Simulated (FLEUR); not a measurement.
# TiAl3 (Pmm2) in FLEUR: further runs, part 2 of 2

FLEUR MaX-R8.1 (later development tree). Earlier steps stand in the parts before.

### 5 Equation of state, r2SCAN, 16.29 Å³/atom

Changes to inp.xml since step 4:

```diff
@@ -27,3 +27,3 @@
       <xi:include xmlns:xi="http://www.w3.org/2001/XInclude" href="sym.xml"> </xi:include>
-      <bulkLattice scale="0.9864848297">
+      <bulkLattice scale="1.0000000000">
          <bravaisMatrix>
```

On the command line:

```console
$ inpgen -f crystal.txt -profile fastHighL
$ # inp.xml edited to the form shown
$ fleur_MPI
```

Run time: 11 min. Hardware: 1 thread of Arm Neoverse V1, shared host; peak memory 0.29 GiB.

It converged, with:

| Property | Result |
| --- | --- |
| Free energy | -43069.4348 eV |
| Band gap on the k mesh | none (metal or under the smearing width) |
| Valence electrons inside the program's atomic spheres | Ti 10.37; Al 9.58, 9.62, 9.61 (radii Ti 2.41, Al 2.39 bohr) |

Caveat: the meta-GGA is that of a development version, with a GGA for the radial functions and cores and without core tails.

### 6 Equation of state, r2SCAN, 16.94 Å³/atom (volume scaled by 1.04)

Changes to inp.xml since step 5:

```diff
@@ -27,3 +27,3 @@
       <xi:include xmlns:xi="http://www.w3.org/2001/XInclude" href="sym.xml"> </xi:include>
-      <bulkLattice scale="1.0000000000">
+      <bulkLattice scale="1.0131594038">
          <bravaisMatrix>
```

Potentials or basis: all-electron, FLAPW.

On the command line:

```console
$ inpgen -f crystal.txt -profile fastHighL
$ # inp.xml edited to the form shown
$ fleur_MPI
```

It took 12 min on 1 thread of Arm Neoverse V1, shared host; peak memory 0.29 GiB.

The run converged. Its results:

| Property | Result |
| --- | --- |
| Free energy | -43069.3714 eV |
| Band gap on the k mesh | none (metal or under the smearing width) |
| Valence electrons inside the program's atomic spheres | Ti 10.32; Al 9.53, 9.57, 9.56 (radii Ti 2.41, Al 2.39 bohr) |

Caveat: the meta-GGA is that of a development version, with a GGA for the radial functions and cores and without core tails.

### 7 Equation of state, r2SCAN, 17.26 Å³/atom (volume scaled by 1.06)

Changes to inp.xml since step 6:

```diff
@@ -27,3 +27,3 @@
       <xi:include xmlns:xi="http://www.w3.org/2001/XInclude" href="sym.xml"> </xi:include>
-      <bulkLattice scale="1.0131594038">
+      <bulkLattice scale="1.0196128224">
          <bravaisMatrix>
```

On the command line:

```console
$ inpgen -f crystal.txt -profile fastHighL
$ # inp.xml edited to the form shown
$ fleur_MPI
```

It took 12 min on 1 thread of Arm Neoverse V1, shared host; peak memory 0.3 GiB.

Results (log left out):

```
Free energy                                           : -43069.3191 eV
Band gap on the k mesh                                : none (metal or under the smearing width)
Valence electrons inside the program's atomic spheres : Ti 10.30; Al 9.51, 9.55, 9.54 (radii Ti 2.41, Al 2.39 bohr)
```

Caveat: the meta-GGA is that of a development version, with a GGA for the radial functions and cores and without core tails.

### 8 Equation of state, r2SCAN

Potentials or basis: all-electron, FLAPW.

No new run: the results of the series are fitted here.

What came out:

```
Equilibrium volume                        : 15.97 Å³/atom
Bulk modulus at fixed shape and positions : 108 GPa
```

Energy against volume, from the lowest point:
| volume (Å³/atom) | energy (meV/atom) |
| --- | --- |
| 15.310 | 7.95 |
| 15.635 | 0.46 |
| 16.287 | 0.00 |
| 16.938 | 15.86 |
| 17.264 | 28.93 |

Caveat: the meta-GGA is that of a development version, with a GGA for the radial functions and cores and without core tails; the cell was scaled at fixed shape and fractional positions, which overstates the stiffness of a crystal with free parameters, most of all of layers and chains.
